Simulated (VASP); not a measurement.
Here is a VASP 6.6.1 calculation.

POSCAR

```
Na2S
1.0
    0.0000000000      3.2301930000      3.2301930000
    3.2301930000      0.0000000000      3.2301930000
    3.2301930000      3.2301930000      0.0000000000
S Na
1 2
Direct
    0.0000000000      0.0000000000      0.0000000000
    0.2500000000      0.2500000000      0.2500000000
    0.7500000000      0.7500000000      0.7500000000
```

INCAR.step1

```
PREC = Accurate
ENCUT = 520
ISMEAR = -5
SIGMA = 0.1
LREAL = F
LASPH = T
NELM = 80
NBANDS = 17
GGA = PE
ALGO = Normal
EDIFF = 1E-4
LWAVE = T
LCHARG = F
```

Contents of INCAR.step2:

```
PREC = Accurate
ENCUT = 520
EDIFF = 1E-6
ISMEAR = -1
SIGMA = 0.1
LREAL = F
LASPH = T
NELM = 80
ALGO = Normal
ISIF = 2
LWAVE = F
LCHARG = F
METAGGA = R2SCAN
LMIXTAU = T
LORBIT = 11
NBANDS = 17
ISTART = 1
```

File KPOINTS:

```
regular mesh
0
Gamma
  7 7 7
```

Potentials or basis: VASP PAW PBE potentials, release 64 (S, Na_pv).

Launch:

```bash
$ cat potpaw_PBE.64/S/POTCAR potpaw_PBE.64/Na_pv/POTCAR > POTCAR
$ cp INCAR.step1 INCAR
$ mpirun -np 1 vasp_std > vasp.out
$ cp INCAR.step2 INCAR
$ mpirun -np 1 vasp_std > vasp.out
```

Problem. Predict the band gap on the k mesh.

Solution. 3.20 eV, direct.

Problem. What does it give for the pressure?

Solution. 0.7 GPa.

Caveat: the PAW data sets were made with another functional, which shifts forces and pressure a little. r2SCAN opens gaps a little over a GGA but as a rule still falls short of measured ones.
